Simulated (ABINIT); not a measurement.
# How the form of the self-energy moves the gap of AlN (F-43m)

How much does the gap of AlN (F-43m) depend on the approximation to the self-energy?

Program: ABINIT 10.8.3. Level of theory: PBE and many-body steps on it, plane waves. Results are calculated unless marked as measured.

**1. Starting point**

Symmetry: F-43m, No. 216, cubic system. The conventional cell has a = 4.368 Å, b = 4.368 Å, c = 4.368 Å, α = 90.00°, β = 90.00°, γ = 90.00°. Nearest to Al lie 4 N at 1.89 Å. N has 4 Al at 1.89 Å nearest. Farther neighbours and most contacts between anions are not listed.

As a file:

```cif
data_structure
_symmetry_space_group_name_H-M 'F-43m'
_symmetry_Int_Tables_number 216
_cell_length_a 4.3680
_cell_length_b 4.3680
_cell_length_c 4.3680
_cell_angle_alpha 90.000
_cell_angle_beta 90.000
_cell_angle_gamma 90.000
_cell_volume 83.34
loop_
_atom_site_label
_atom_site_type_symbol
_atom_site_symmetry_multiplicity
_atom_site_Wyckoff_symbol
_atom_site_fract_x
_atom_site_fract_y
_atom_site_fract_z
_atom_site_occupancy
Al1 Al 4 a 0.00000 0.00000 0.00000 1
N1 N 4 c 0.25000 0.25000 0.25000 1
```

The cell and positions are those that the Materials Project relaxed with its own functionals (PBE, PBE+U or r2SCAN), kept fixed. This is not the form that AlN usually takes at ambient conditions.

**2. Empty states on the mesh, 6×6×6 mesh, 98 bands**

This step: ABINIT 10.8.3; DFT, PBE, plane waves, norm-conserving pseudopotentials.

The sums over transitions need many empty states on a uniform mesh; this step solves for them.

File run.abi:

```
acell 3*1.0 Angstrom
rprim 
  -0.000000000000 2.183993559600 2.183993559600
  2.183993559600 -0.000000000000 2.183993559600
  2.183993559600 2.183993559600 -0.000000000000
ntypat 2
znucl 13 7
natom 2
typat 1 2
xred 
  0.000000000000 0.000000000000 0.000000000000
  0.750000000000 0.750000000000 0.750000000000
pp_dirpath "pseudos"
pseudos "Al.upf, N.upf"
ecut 36
ngkpt 6 6 6
nshiftk 1
shiftk 0 0 0
kptopt 1
chksymbreak 0
irdden 1
istwfk *1
nband 98
prtvol 0
optdriver 6
gwr_task "HDIAGO"
paral_kgb 0
occopt 1
indata_prefix "in"
outdata_prefix "out"
tmpdata_prefix "tmp"
```

On the command line:

```sh
> OMP_NUM_THREADS=1 mpirun -n 4 abinit run.abi > log
```

The log of the run:

```text
.Version 10.8.3 of ABINIT. v10.8.2 released Aug 2026.

 Symmetries : space group F-4 3 m (#216); Bravais cF (face-center cubic)
[... echo of the input left out ...]
== DATASET  1 ==================================================================
-   mpi_nproc: 4, omp_nthreads: 1 (-1 if OMP is not activated)

--- !DatasetInfo
iteration_state: {dtset: 1, }
dimensions: {natom: 2, nkpt: 16, mband: 98, nsppol: 1, nspinor: 1, nspden: 1, mpw: 1464, }
cutoff_energies: {ecut:  36.0, pawecutdg:  -1.0, }
[...]
Indirect band gap semiconductor
 Fundamental gap:     3.325 (eV)
   VBM:     5.159 (eV) at k: [ 0.0000E+00,  0.0000E+00,  0.0000E+00]
   CBM:     8.483 (eV) at k: [ 5.0000E-01,  5.0000E-01,  0.0000E+00]
 Direct gap:         4.192 (eV) at k: [ 0.0000E+00,  0.0000E+00,  0.0000E+00]

== END DATASET(S) ==============================================================
================================================================================

 -outvars: echo values of variables after computation  --------
           etotal      0.0000000000E+00
            nband          98
             nkpt          16
          spgroup         216
 [... the other variables as echoed above ...]

 Calculation completed.
```

Elapsed: 13 s, on 4 MPI ranks of Arm Neoverse V1, shared host; peak memory 0.7 GiB.

This step gave:

- gap: 3.325 eV
- k of the valence top: 0, 0, 0
- k of the conduction bottom: 0.5, 0.5, 0
- least direct gap: 4.192 eV
- k points computed: 16
- lowest point of the top converged band, above the valence top: 130.3756 eV

On this mesh the gap is 3.325 eV.

The density comes from a self-consistent run that is not shown.

**3. Screening, 6×6×6 mesh, 90 bands, screening to 228.6 eV**

The RPA dielectric matrix is built and inverted for each q.

This step: RPA screening on PBE, plane waves, norm-conserving pseudopotentials.

run.abi, as its differences from that of step 2:

```diff
@@ -20,10 +20,11 @@
 chksymbreak 0
-irdden 1
 istwfk *1
-nband 98
-prtvol 0
-optdriver 6
-gwr_task "HDIAGO"
-paral_kgb 0
 occopt 1
+irdwfk 1
+optdriver 3
+nband 90
+ecuteps 8.4
+inclvkb 2
+awtr 1
+symchi 1
 indata_prefix "in"
```

The log of the run:

```text
.Version 10.8.3 of ABINIT. v10.8.2 released Aug 2026.

 Symmetries : space group F-4 3 m (#216); Bravais cF (face-center cubic)
[... echo of the input left out ...]
== DATASET  1 ==================================================================
-   mpi_nproc: 4, omp_nthreads: 1 (-1 if OMP is not activated)

--- !DatasetInfo
iteration_state: {dtset: 1, }
dimensions: {natom: 2, nkpt: 16, mband: 90, nsppol: 1, nspinor: 1, nspden: 1, mpw: 1464, }
cutoff_energies: {ecut:  36.0, pawecutdg:  -1.0, }
electrons: {nelect:   8.00000000E+00, charge:   0.00000000E+00, occopt:   1.00000000E+00, tsmear:   1.00000000E-02, }

 SCREENING: Calculation of the susceptibility and dielectric matrices

 Based on a program developped by R.W. Godby, V. Olevano, G. Onida, and L. Reining.
 Incorporated in ABINIT by V. Olevano, G.-M. Rignanese, and M. Torrent.
.Using double precision arithmetic ; gwpc =  8

[... cell and pseudopotentials left out ...]
--------------------------------------------------------------------------------

 ==== K-mesh for the wavefunctions ====
 Number of points in the irreducible wedge :    16
[... list of points left out ...]
 Together with 24 symmetry operations and time-reversal symmetry
 yields   216 points in the full Brillouin Zone.

 ==== Q-mesh for the screening function ====
 Number of points in the irreducible wedge :    16
[... list of points left out ...]
 Together with 24 symmetry operations and time-reversal symmetry
 yields   216 points in the full Brillouin Zone.

 setmesh: FFT mesh size selected  =    24x   24x   24
          total number of points  =        13824

 vcoul_init : cutoff-mode = AUXILIARY_FUNCTION
 q-points for optical limit:   1
     1)      0.000010    0.000020    0.000030

- screening: taking advantage of time-reversal symmetry
- Maximum band index for partially occupied states nbvw = 4
- Remaining bands to be divided among processors   nbcw = 86
- Number of bands treated by each node ~21

 Number of electrons calculated from density =    8.0000; Expected =    8.0000
 average of density, n =  0.056900
 r_s =    1.6129
 omega_plasma =   23.0097 [eV]

 calculating chi0 at frequencies [eV] :
  1    0.000000E+00    0.000000E+00
  2    0.000000E+00    2.300966E+01

--------------------------------------------------------------------------------
  q-point number  1        q = ( 0.000000, 0.000000, 0.000000) [r.l.u.]
--------------------------------------------------------------------------------
[... chi0 elements left out ...]
 For q-point:  0.000010 0.000020 0.000030
  dielectric constant =   4.3476
  dielectric constant without local fields =   4.7910

  Average fulfillment of the sum rule on Im[epsilon] for q-point    1 :     87.09  [%]
[... wings left out ...]
  q-point number  2        q = ( 0.166667, 0.000000, 0.000000) [r.l.u.]
--------------------------------------------------------------------------------
[... chi0 elements left out ...]
  Average fulfillment of the sum rule on Im[epsilon] for q-point    2 :     94.92  [%]

 [... 14 further q-points ...]
```

Elapsed: 39 s, on 4 MPI ranks; peak memory 0.7 GiB.

This step gave:

```yaml
eps_infinity_with_local_fields_on_this_mesh_along_the_program_s_q_direction: 4.348
the_same_without_local_fields: 4.791
plasma_frequency: 23.01 eV
plane_waves_in_the_screening_matrix: 169
```

Local fields lower ε∞ by 9 %.

**4. G0W0, Godby-Needs plasmon pole**

The self-energy is evaluated for the states that the input lists, and the levels follow from it, in one-shot runs by the linearised quasiparticle equation.

This step: G0W0 on PBE, plane waves, norm-conserving pseudopotentials.

run.abi, as its differences from that of step 3:

```diff
@@ -23,8 +23,17 @@
 irdwfk 1
-optdriver 3
+optdriver 4
 nband 90
+gwcalctyp 0
+ecutsigx 36
+symsigma 1
+nkptgw 2
+kptgw 
+  0.0000000000 0.0000000000 0.0000000000
+  0.5000000000 0.5000000000 0.0000000000
+bdgw 
+  2 8
+  3 6
 ecuteps 8.4
-inclvkb 2
-awtr 1
-symchi 1
+irdscr 1
+ppmodel 1
 indata_prefix "in"
```

The log of the run:

```text
.Version 10.8.3 of ABINIT. v10.8.2 released Aug 2026.

 Symmetries : space group F-4 3 m (#216); Bravais cF (face-center cubic)
[... echo of the input left out ...]
== DATASET  1 ==================================================================
-   mpi_nproc: 4, omp_nthreads: 1 (-1 if OMP is not activated)

--- !DatasetInfo
iteration_state: {dtset: 1, }
dimensions: {natom: 2, nkpt: 16, mband: 90, nsppol: 1, nspinor: 1, nspden: 1, mpw: 1464, }
cutoff_energies: {ecut:  36.0, pawecutdg:  -1.0, }
electrons: {nelect:   8.00000000E+00, charge:   0.00000000E+00, occopt:   1.00000000E+00, tsmear:   1.00000000E-02, }

 SIGMA: Calculation of the GW corrections

 Based on a program developped by R.W. Godby, V. Olevano, G. Onida, and L. Reining.
 Incorporated in ABINIT by V. Olevano, G.-M. Rignanese, and M. Torrent.
.Using double precision arithmetic ; gwpc =  8

[... cell and pseudopotentials left out ...]
--------------------------------------------------------------------------------

 ==== K-mesh for the wavefunctions ====
 Number of points in the irreducible wedge :    16
[... list of points left out ...]
 Together with 24 symmetry operations and time-reversal symmetry
 yields   216 points in the full Brillouin Zone.

 ==== Q-mesh for screening function ====
 Number of points in the irreducible wedge :    16
[... list of points left out ...]
 Together with 24 symmetry operations and time-reversal symmetry
 yields   216 points in the full Brillouin Zone.

 vcoul_init : cutoff-mode = AUXILIARY_FUNCTION
 q-points for optical limit:   1
     1)      0.000010    0.000020    0.000030
 setmesh: FFT mesh size selected  =    32x   32x   32
          total number of points  =        32768

 Number of electrons calculated from density =    8.0000; Expected =    8.0000
 average of density, n =  0.056900
 r_s =    1.6129
 omega_plasma =   23.0097 [eV]

 === KS Band Gaps ===
  >>>> For spin  1
   Minimum direct gap =   4.1921 [eV], located at k-point      :   0.0000  0.0000  0.0000
   Fundamental gap    =   3.3248 [eV], Top of valence bands at :   0.0000  0.0000  0.0000
                                       Bottom of conduction at :   0.5000  0.5000  0.0000
 SIGMA fundamental parameters:
 PLASMON POLE MODEL  1
 number of plane-waves for SigmaX                 1459
 number of plane-waves for SigmaC and W            169
 number of plane-waves for wavefunctions          1459
 number of bands                                    90
 number of independent spin polarizations            1
 number of spinorial components                      1
 number of k-points in IBZ                          16
 number of q-points in IBZ                          16
 number of symmetry operations                      24
 number of k-points in BZ                          216
 number of q-points in BZ                          216
 number of frequencies for dSigma/dE                 9
 frequency step for dSigma/dE [eV]                0.25
 number of omega for Sigma on real axis              0
 max omega for Sigma on real axis  [eV]           0.00
 zcut for avoiding poles [eV]                     0.10

 EPSILON^-1 parameters (SCR file):
 dimension of the eps^-1 matrix on file            169
 dimension of the eps^-1 matrix used               169
 number of plane-waves for wavefunctions          1459
 number of bands                                    90
 number of q-points in IBZ                          16
 number of frequencies                               2
 number of real frequencies                          1
 number of imag frequencies                          1

 matrix elements of self-energy operator (all in [eV])

 Perturbative Calculation

--- !SelfEnergy_ee
iteration_state: {dtset: 1, }
kpoint     : [   0.000,    0.000,    0.000, ]
spin       : 1
KS_gap     :    4.192
QP_gap     :    5.579
Delta_QP_KS:    1.387
data: !SigmaeeData |
     Band     E0 <VxcDFT>   SigX SigC(E0)      Z dSigC/dE  Sig(E)    E-E0       E
        2   5.159 -16.959 -20.996   2.991   0.786  -0.273 -17.780  -0.821   4.338
        3   5.159 -16.959 -20.996   2.991   0.786  -0.273 -17.780  -0.821   4.338
        4   5.159 -16.959 -20.996   2.991   0.786  -0.273 -17.780  -0.821   4.338
        5   9.351 -12.531  -8.056  -3.782   0.815  -0.226 -11.966   0.566   9.916
        6  17.748  -9.892  -4.092  -5.054   0.815  -0.227  -9.283   0.608  18.356
        7  17.748  -9.892  -4.092  -5.054   0.815  -0.227  -9.283   0.608  18.356
        8  17.748  -9.892  -4.092  -5.054   0.815  -0.227  -9.283   0.608  18.356

--- !SelfEnergy_ee
iteration_state: {dtset: 1, }
kpoint     : [   0.500,    0.500,    0.000, ]
spin       : 1
KS_gap     :    5.100
QP_gap     :    6.574
Delta_QP_KS:    1.474
data: !SigmaeeData |
     Band     E0 <VxcDFT>   SigX SigC(E0)      Z dSigC/dE  Sig(E)    E-E0       E
        3   3.383 -15.432 -20.146   3.288   0.782  -0.279 -16.547  -1.116   2.268
        4   3.383 -15.432 -20.146   3.288   0.782  -0.279 -16.547  -1.116   2.268
        5   8.483  -9.206  -5.016  -3.760   0.836  -0.197  -8.847   0.359   8.842
        6  13.810  -9.461  -4.383  -4.362   0.838  -0.193  -8.861   0.600  14.410

== END DATASET(S) ==============================================================
================================================================================

 -outvars: echo values of variables after computation  --------
           etotal      0.0000000000E+00
            nband          90
             nkpt          16
          spgroup         216
 [... the other variables as echoed above ...]

 Calculation completed.
```

Elapsed: 10 s, on 4 MPI ranks; peak memory 0.74 GiB.

This step gave:

* G0W0 gap on the points computed: 4.504 eV
* starting gap on the mesh: 3.325 eV
* k of the valence top: 0, 0, 0
* k of the conduction bottom: 0.5, 0.5, 0
* Z at the valence top: 0.786
* Z at the conduction bottom: 0.836
* least direct G0W0 gap on the computed points: 5.578 eV

The gap on the mesh goes from 3.32 eV to 4.50 eV, a correction of +1.18 eV.

**5. G0W0, Hybertsen-Louie plasmon pole**

run.abi, as its differences from that of step 4:

```diff
@@ -37,3 +37,3 @@
 irdscr 1
-ppmodel 1
+ppmodel 2
 indata_prefix "in"
```

The log of the run:

```text
.Version 10.8.3 of ABINIT. v10.8.2 released Aug 2026.

 Symmetries : space group F-4 3 m (#216); Bravais cF (face-center cubic)
[... echo of the input left out ...]
== DATASET  1 ==================================================================
-   mpi_nproc: 4, omp_nthreads: 1 (-1 if OMP is not activated)

--- !DatasetInfo
iteration_state: {dtset: 1, }
dimensions: {natom: 2, nkpt: 16, mband: 90, nsppol: 1, nspinor: 1, nspden: 1, mpw: 1464, }
cutoff_energies: {ecut:  36.0, pawecutdg:  -1.0, }
electrons: {nelect:   8.00000000E+00, charge:   0.00000000E+00, occopt:   1.00000000E+00, tsmear:   1.00000000E-02, }

 SIGMA: Calculation of the GW corrections

 Based on a program developped by R.W. Godby, V. Olevano, G. Onida, and L. Reining.
 Incorporated in ABINIT by V. Olevano, G.-M. Rignanese, and M. Torrent.
.Using double precision arithmetic ; gwpc =  8

[... cell and pseudopotentials left out ...]
--------------------------------------------------------------------------------

 ==== K-mesh for the wavefunctions ====
 Number of points in the irreducible wedge :    16
[... list of points left out ...]
 Together with 24 symmetry operations and time-reversal symmetry
 yields   216 points in the full Brillouin Zone.

 ==== Q-mesh for screening function ====
 Number of points in the irreducible wedge :    16
[... list of points left out ...]
 Together with 24 symmetry operations and time-reversal symmetry
 yields   216 points in the full Brillouin Zone.

 vcoul_init : cutoff-mode = AUXILIARY_FUNCTION
 q-points for optical limit:   1
     1)      0.000010    0.000020    0.000030
 setmesh: FFT mesh size selected  =    32x   32x   32
          total number of points  =        32768

 Number of electrons calculated from density =    8.0000; Expected =    8.0000
[...]
number of omega for Sigma on real axis              0
 max omega for Sigma on real axis  [eV]           0.00
 zcut for avoiding poles [eV]                     0.10

 EPSILON^-1 parameters (SCR file):
 dimension of the eps^-1 matrix on file            169
 dimension of the eps^-1 matrix used               169
 number of plane-waves for wavefunctions          1459
 number of bands                                    90
 number of q-points in IBZ                          16
 number of frequencies                               2
 number of real frequencies                          1
 number of imag frequencies                          1

 matrix elements of self-energy operator (all in [eV])

 Perturbative Calculation

--- !SelfEnergy_ee
iteration_state: {dtset: 1, }
kpoint     : [   0.000,    0.000,    0.000, ]
spin       : 1
KS_gap     :    4.192
QP_gap     :    5.699
Delta_QP_KS:    1.506
data: !SigmaeeData |
     Band     E0 <VxcDFT>   SigX SigC(E0)      Z dSigC/dE  Sig(E)    E-E0       E
        2   5.159 -16.959 -20.996   2.466   0.825  -0.212 -18.255  -1.295   3.863
        3   5.159 -16.959 -20.996   2.466   0.825  -0.212 -18.255  -1.295   3.863
        4   5.159 -16.959 -20.996   2.466   0.825  -0.212 -18.255  -1.295   3.863
[...]
--- !SelfEnergy_ee
iteration_state: {dtset: 1, }
kpoint     : [   0.500,    0.500,    0.000, ]
spin       : 1
KS_gap     :    5.100
QP_gap     :    6.849
Delta_QP_KS:    1.749
data: !SigmaeeData |
     Band     E0 <VxcDFT>   SigX SigC(E0)      Z dSigC/dE  Sig(E)    E-E0       E
[...]
5   8.483  -9.206  -5.016  -4.034   0.859  -0.165  -9.072   0.134   8.617
        6  13.810  -9.461  -4.383  -4.609   0.859  -0.164  -9.058   0.403  14.213

== END DATASET(S) ==============================================================
================================================================================

 -outvars: echo values of variables after computation  --------
           etotal      0.0000000000E+00
            nband          90
             nkpt          16
          spgroup         216
 [... the other variables as echoed above ...]

 Calculation completed.
```

The job ended after 10 s (4 MPI ranks; peak memory 0.72 GiB).

Numbers from this step:

- G0W0 gap on the points computed: 4.754 eV
- starting gap on the mesh: 3.325 eV
- k of the valence top: 0, 0, 0
- k of the conduction bottom: 0.5, 0.5, 0
- Z at the valence top: 0.825
- Z at the conduction bottom: 0.859
- least direct G0W0 gap on the computed points: 5.699 eV

Against G0W0 in ABINIT (6×6×6 mesh, 90 bands, screening to 228.6 eV, Godby-Needs plasmon pole), the gap moves by +0.250 eV.

**6. G0W0, von der Linden-Horsch plasmon pole**

run.abi, as its differences from that of step 5:

```diff
@@ -37,3 +37,3 @@
 irdscr 1
-ppmodel 2
+ppmodel 3
 indata_prefix "in"
```

The log of the run:

```text
.Version 10.8.3 of ABINIT. v10.8.2 released Aug 2026.

 Symmetries : space group F-4 3 m (#216); Bravais cF (face-center cubic)
[... echo of the input left out ...]
== DATASET  1 ==================================================================
-   mpi_nproc: 4, omp_nthreads: 1 (-1 if OMP is not activated)

--- !DatasetInfo
iteration_state: {dtset: 1, }
dimensions: {natom: 2, nkpt: 16, mband: 90, nsppol: 1, nspinor: 1, nspden: 1, mpw: 1464, }
cutoff_energies: {ecut:  36.0, pawecutdg:  -1.0, }
[...]
Band     E0 <VxcDFT>   SigX SigC(E0)      Z dSigC/dE  Sig(E)    E-E0       E
[...]
5   8.483  -9.206  -5.016  -4.263   0.876  -0.141  -9.270  -0.064   8.419
        6  13.810  -9.461  -4.383  -4.836   0.879  -0.138  -9.248   0.212  14.023

== END DATASET(S) ==============================================================
================================================================================

 -outvars: echo values of variables after computation  --------
           etotal      0.0000000000E+00
            nband          90
             nkpt          16
          spgroup         216
 [... the other variables as echoed above ...]

 Calculation completed.
```

Run time: 5.3 s. Hardware: 4 MPI ranks; peak memory 0.51 GiB; 21 s of CPU time.

Numbers from this step:

* G0W0 gap on the points computed: 4.493 eV
* starting gap on the mesh: 3.325 eV
* k of the valence top: 0, 0, 0
* k of the conduction bottom: 0.5, 0.5, 0
* least direct G0W0 gap on the computed points: 5.673 eV

Against G0W0 in ABINIT (6×6×6 mesh, 90 bands, screening to 228.6 eV, Godby-Needs plasmon pole), the gap moves by −0.011 eV.

(Continued in part 2 of 2.)

[Paths, hosts, dates, memory and timing lines, banners, echoed tables and standing remarks are left out of the program output.]

[Logs are printed without paths, hosts, clocks, repeated set-up lines and the standing remarks that a program may print on its own settings, such as how far it seeks lower states.]

[Runs of the session that timed out or met a known fault of the program may be left out.]

[Hosts, paths, dates, database ids (printed as entryN), source tags and the programs' standing remarks are cut or masked in the printed files.]

[G0W0 gaps are taken among the corrected bands and points alone; a level outside them can change the order at an edge.]

[Where Ansatz stands beside ABINIT at settings called matched, ABINIT's density can come from a denser mesh and the files from another edition; pairs whose starting gaps differed by over 0.03 eV were left out, so agreement reads better than it is.]
